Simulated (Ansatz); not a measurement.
Structures of Ba2O: which is lowest?

Plane-wave DFT in Ansatz with scalar-relativistic PAW potentials, cutoff 420 eV, Γ-centred meshes chosen by cell and gap, Gaussian smearing with energies taken to zero width. Every cell was relaxed (cell and atoms) in a run of its own, within the symmetry of its start. Functional: PBE.

Relaxed structures (starts from databases or built by putting these elements on another compound's sites):
A. Pn-3m, 6 atoms in the computed cell, a = 6.104 Å; sites (symmetry × multiplicity) Ba .-3m × 4, O -43m × 2; start: built
B. I4/mmm, 3 atoms in the computed cell, a = 3.531 Å, c = 14.412 Å; sites (symmetry × multiplicity) Ba 4mm × 4, O 4/mmm × 2; start: built

Rank them by energy. Could pressure change the order?

| structure | group | E − E(lowest) (meV/atom) | V (Å³/atom) | gap on mesh (eV) |
| --- | --- | --- | --- | --- |
| A | Pn-3m | 0.0 | 37.90 | 0.00 |
| B | I4/mmm | 258 | 29.95 | 0.00 |

A is lowest, 258 meV/atom under B. B is denser by 7.95 Å³/atom, so pressure favours it: ΔE/ΔV, with ΔE in eV and 1 eV/Å³ = 160.2 GPa, gives about 5 GPa for equal enthalpy if both cells were rigid, a rough figure since the two compress differently. Other structures may lie lower than all of these, and vibrations aren't counted.

Spin-orbit coupling is left out, which matters for the bands of heavy elements. Spin polarisation was left out, and a magnetic state may lie lower.